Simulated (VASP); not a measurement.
# RbBr: the band gap, functional by functional, part 3 of 3

Aim: the gap of RbBr on one structure at many levels of theory. The starting structure is a measured crystal structure from the Crystallography Open Database. Cell and atoms stay as given. Meshes and data sets differ where the inputs say so.

VASP 6.6.1.

Results so far: LDA 3.936 eV; PBE 4.337 eV; r2SCAN 4.943 eV; LDA + spin-orbit coupling 3.772 eV; r2SCAN + spin-orbit coupling 4.782 eV.

The database entry behind the starting cell differs from later determinations by our own check (0.1 to 0.3 % short, probably kX units), so it need not match the best structure at ambient conditions.

## (9) Bands with HSE06

Level of this step: HSE06; plane waves and PAW (Rb_sv, Br) (VASP).

HSE06 mixes in a quarter of exact exchange at short range, at far higher cost; in semiconductors this cures much of the gap error, while metals seldom gain. This run uses a 4×4×4 mesh. Its starting orbitals come from a semilocal run on the same mesh, not shown.

The input, INCAR:

```
SYSTEM = RbBr
PREC = Accurate
ENCUT = 357
EDIFF = 1E-06
NELM = 100
ISMEAR = 0
SIGMA = 0.03
LREAL = .FALSE.
ALGO = Normal
LHFCALC = .TRUE.
AEXX = 0.25
GGA = PE
HFSCREEN = 0.2
LASPH = .TRUE.
NBANDS = 14
PRECFOCK = Fast
LORBIT = 11
LWAVE = .FALSE.
LCHARG = .FALSE.
KPAR = 4
```

The input, POSCAR:

```
RbBr
1.0
    0.0000000000      3.4384000000      3.4384000000
    3.4384000000      0.0000000000      3.4384000000
    3.4384000000      3.4384000000      0.0000000000
Rb Br
1 1
Direct
    0.0000000000      0.0000000000      0.0000000000
    0.5000000000      0.5000000000      0.5000000000
```

The input, KPOINTS:

```
Automatic mesh
0
Gamma
4 4 4
0 0 0
```

The input, KPOINTS_OPT:

```
Line mode
10
Line-mode
Reciprocal
  0.00000000   0.00000000   0.00000000 GAMMA
  0.50000000   0.00000000   0.50000000 X

  0.50000000   0.00000000   0.50000000 X
  0.50000000   0.25000000   0.75000000 W

  0.50000000   0.25000000   0.75000000 W
  0.37500000   0.37500000   0.75000000 K

  0.37500000   0.37500000   0.75000000 K
  0.00000000   0.00000000   0.00000000 GAMMA

  0.00000000   0.00000000   0.00000000 GAMMA
  0.50000000   0.50000000   0.50000000 L

  0.50000000   0.50000000   0.50000000 L
  0.62500000   0.25000000   0.62500000 U

  0.62500000   0.25000000   0.62500000 U
  0.50000000   0.25000000   0.75000000 W

  0.50000000   0.25000000   0.75000000 W
  0.50000000   0.50000000   0.50000000 L

  0.50000000   0.50000000   0.50000000 L
  0.37500000   0.37500000   0.75000000 K

  0.62500000   0.25000000   0.62500000 U
  0.50000000   0.00000000   0.50000000 X
```

PAW data sets: Rb_sv and Br (PBE family, release 64).

Command:

```bash
$ mpirun -np 4 vasp_std
```

Numbers of over 12 decimals in the logs are rounded to 6 here.

Log:

```text
[banner, memory and clock lines left out]
running    4 mpi-ranks, on    1 nodes
[...]
LDA part: xc-table for (Slater+PW92), standard interpolation
 found WAVECAR, reading the header
 POSCAR, INCAR and KPOINTS ok, starting setup
[...]
reading WAVECAR
 the WAVECAR file was read successfully
 initial charge from wavefunction
 entering main loop
       N       E                     dE             d eps       ncg     rms          rms(c)
DAV:   1    -0.708507589488E+01   -0.70851E+01   -0.46606E-01   230   0.502E+00    0.111E+00
DAV:   2    -0.708848846878E+01   -0.34126E-02   -0.11947E-02   284   0.671E-01    0.769E-01
DAV:   3    -0.708586461096E+01    0.26239E-02   -0.23811E-03   290   0.282E-01    0.465E-01
DAV:   4    -0.708536105012E+01    0.50356E-03   -0.90909E-04   284   0.170E-01    0.286E-01
[...]
DAV:  10    -0.708529334254E+01   -0.26757E-05   -0.11971E-06   232   0.838E-03    0.129E-02
DAV:  11    -0.708529485473E+01   -0.15122E-05   -0.56479E-07   178   0.573E-03    0.789E-03
[...]
|     If you are not a developer, you should not encounter this problem.      |
|     Please submit a bug report.                                             |
|                                                                             |

|                     _     ____    _    _    _____     _                     |
|                    | |   |  _ \  | |  | |  / ____|   | |                    |
|                    | |   | |_) | | |  | | | |  __    | |                    |
|                    |_|   |  _ <  | |  | | | | |_ |   |_|                    |
|                     _    | |_) | | |__| | | |__| |    _                     |
|                    (_)   |____/   \____/   \_____|   (_)                    |
|                                                                             |
|                                                                             |
|     internal error in CHECK_GEN_LAYOUT: G-vectors changed at ik:12 old:     |
|     1240 new: 1239                                                          |
|                                                                             |
|     If you are not a developer, you should not encounter this problem.      |
|     Please submit a bug report.                                             |
|                                                                             |

1
1
1
1
```

Wall time 27 s (4 MPI ranks of Intel Xeon 6975P-C (Granite Rapids), shared host).

VASP stopped with this message: “internal error in CHECK_GEN_LAYOUT: G-vectors changed at ik:12 old: 1240 new: 1239”.

## (10) Bands with PBE0

PBE0 keeps a quarter of exact exchange at all ranges; it tends to overshoot small gaps. This run uses a 4×4×4 mesh. It starts from the orbitals of an earlier run, not shown.

INCAR: that of step 9 with these lines changed.

```diff
@@ -12,3 +12,2 @@
 GGA = PE
-HFSCREEN = 0.2
 LASPH = .TRUE.
@@ -16,2 +15,3 @@
 PRECFOCK = Fast
+HFRCUT = -1
 LORBIT = 11
```

POSCAR is that of step 9.

KPOINTS is that of step 9.

KPOINTS_OPT is that of step 9.

Command:

```bash
$ mpirun -np 4 vasp_std
```

Log:

```text
[banner, memory and clock lines left out]
running    4 mpi-ranks, on    1 nodes
[...]
LDA part: xc-table for (Slater+PW92), standard interpolation
 found WAVECAR, reading the header
 POSCAR, INCAR and KPOINTS ok, starting setup
[...]
HFRCUT set to (new)   10.749713
 reading WAVECAR
 the WAVECAR file was read successfully
 initial charge from wavefunction
 entering main loop
       N       E                     dE             d eps       ncg     rms          rms(c)
DAV:   1    -0.756464117650E+01   -0.75646E+01   -0.43793E-01   230   0.494E+00    0.108E+00
DAV:   2    -0.757219119096E+01   -0.75500E-02   -0.13391E-02   284   0.720E-01    0.767E-01
DAV:   3    -0.756980066548E+01    0.23905E-02   -0.20526E-03   294   0.269E-01    0.464E-01
DAV:   4    -0.756926584222E+01    0.53482E-03   -0.96555E-04   268   0.175E-01    0.285E-01
[...]
DAV:  11    -0.756923848882E+01   -0.19107E-05   -0.68209E-07   172   0.618E-03    0.794E-03
DAV:  12    -0.756923952742E+01   -0.10386E-05   -0.41759E-07   172   0.504E-03    0.494E-03
DAV:  13    -0.756924007719E+01   -0.54977E-06   -0.19761E-07   172   0.336E-03
   1 F= -.75692401E+01 E0= -.75692401E+01  d E =-.773532E-17
 Start KPOINTS_OPT (optional k-point list driver)
k-point batch [1-8\100]
       N       E                     dE             ncg
DAV:   1    -0.704106055256E+03   -0.20757E+04      224
DAV:   2    -0.139094175229E+04   -0.68684E+03      304
DAV:   3    -0.146259125040E+04   -0.71649E+02      268
DAV:   4    -0.146447053975E+04   -0.18793E+01      310
DAV:   5    -0.146449927242E+04   -0.28733E-01      268
DAV:   6    -0.146449977910E+04   -0.50668E-03      334
DAV:   7    -0.146449978620E+04   -0.70999E-05      252
DAV:   8    -0.146449978628E+04   -0.74325E-07      160
k-point batch [9-16\100]
 [... a notice as in an earlier step ...]

 [... a notice as in an earlier step ...]

 [... a notice as in an earlier step ...]

 [... a notice as in an earlier step ...]

1
1
1
1
```

Wall time 25 s (4 MPI ranks).

VASP stopped with this message: “internal error in CHECK_GEN_LAYOUT: G-vectors changed at ik:12 old: 1240 new: 1239”.

## (11) All runs side by side

```csv
level,ended,gap (eV),least direct gap (eV),mesh,core minutes
LDA,converged,3.936,3.936,6×6×6,0.64
PBE,converged,4.337,4.337,6×6×6,0.747
r2SCAN,converged,4.943,4.943,6×6×6,2.4
TB-mBJ,not converged,-,-,6×6×6,7.07
LDA + spin-orbit coupling,converged,3.772,3.772,6×6×6,2.87
r2SCAN + spin-orbit coupling,converged,4.782,4.782,6×6×6,10.5
TB-mBJ + spin-orbit coupling,not converged,-,-,6×6×6,27.5
HSE06,stopped by VASP,-,-,4×4×4,1.8
PBE0,stopped by VASP,-,-,4×4×4,1.67
```

Core minutes are wall time times ranks of the run shown, on a shared host.

## (12) Results

| Property | Result |
| --- | --- |
| gap, LDA | 3.936 eV |
| gap, PBE | 4.337 eV |
| gap, r2SCAN | 4.943 eV |
| gap, LDA + spin-orbit coupling | 3.772 eV |
| gap, r2SCAN + spin-orbit coupling | 4.782 eV |

Without spin-orbit coupling the gap of RbBr runs from 3.936 eV (LDA) to 4.943 eV (r2SCAN). Spin-orbit coupling changes the LDA gap by -0.164 eV. Spin-orbit coupling changes the r2SCAN gap by -0.161 eV. These are gaps between Kohn-Sham or generalised Kohn-Sham levels of a static lattice, without excitons or temperature. No result to use came from TB-mBJ, TB-mBJ + spin-orbit coupling, HSE06 and PBE0. Further runs on this material are not shown.

[Lines on the potential files, build, host, timing and source positions are cut from VASP's logs without a mark.]

[Logs are printed without paths, hosts, clocks, repeated set-up lines and the standing remarks that a program may print on its own settings, such as how far it seeks lower states.]

[Hosts, paths, dates, database ids (printed as entryN), source tags and the programs' standing remarks are cut or masked in the printed files.]
